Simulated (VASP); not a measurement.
**SrO: single point with PBEsol**

SrO:

```
Sr O
1.0
     0.04497    2.56980    2.56980
     2.61477    0.00000    2.61477
     2.56980    2.56980    0.04497
Sr O
1 1
Direct
  0.00000 0.00000 0.00000
  0.50000 0.50000 0.50000
```

The cell isn't the ideal one: strain +0.0350 x Voigt [0, 0, 0, 0, 1, 0], atoms carried along.

```json
{
  "Program": "VASP 6.6.1",
  "Task": "single point",
  "Functional": "PBEsol",
  "Potentials or basis": "VASP PAW PBE potentials, release 64 (Sr_sv, O)",
  "Cutoff": "520 eV",
  "k mesh": "8 × 8 × 8",
  "Occupations": "gaussian, width 0.05 eV",
  "Spin": "no spin polarisation"
}
```

* Pressure: -0.3 GPa
* Band gap on the k mesh: 3.11 eV, indirect (least direct gap 3.19 eV)

Stress tensor (GPa, compression positive):
```
-0.30  0.00 -1.92
 0.00 -0.38  0.00
-1.92  0.00 -0.30
```

Levels at points of the mesh, in eV from the valence-band top:
```csv
k point,band 5,band 6,band 7,band 8,band 9,band 10,band 11,band 12
"(0.00, 0.00, 0.00)",-13.92,-0.08,-0.04,0.00,3.78,5.90,6.11,6.35
"(0.50, 0.00, 0.00)",-12.78,-2.27,-1.31,-1.19,6.48,8.29,8.72,9.07
"(0.00, 0.50, 0.00)",-12.70,-2.27,-1.21,-1.08,6.39,8.24,8.57,8.91
"(0.50, 0.50, 0.00)",-14.31,-0.48,-0.13,-0.13,3.11,7.71,10.13,10.20
"(0.50, 0.00, 0.50)",-14.28,-0.48,-0.17,-0.08,3.11,7.73,10.17,10.19
```

Wall time 29 s on 1 thread of Intel(R) Xeon(R) 6975P-C (Granite Rapids) (shared host), peak memory 0.18 GiB.

Caveat: the PAW data sets were made with another functional, which shifts forces and pressure a little. A k mesh can miss the band edges.
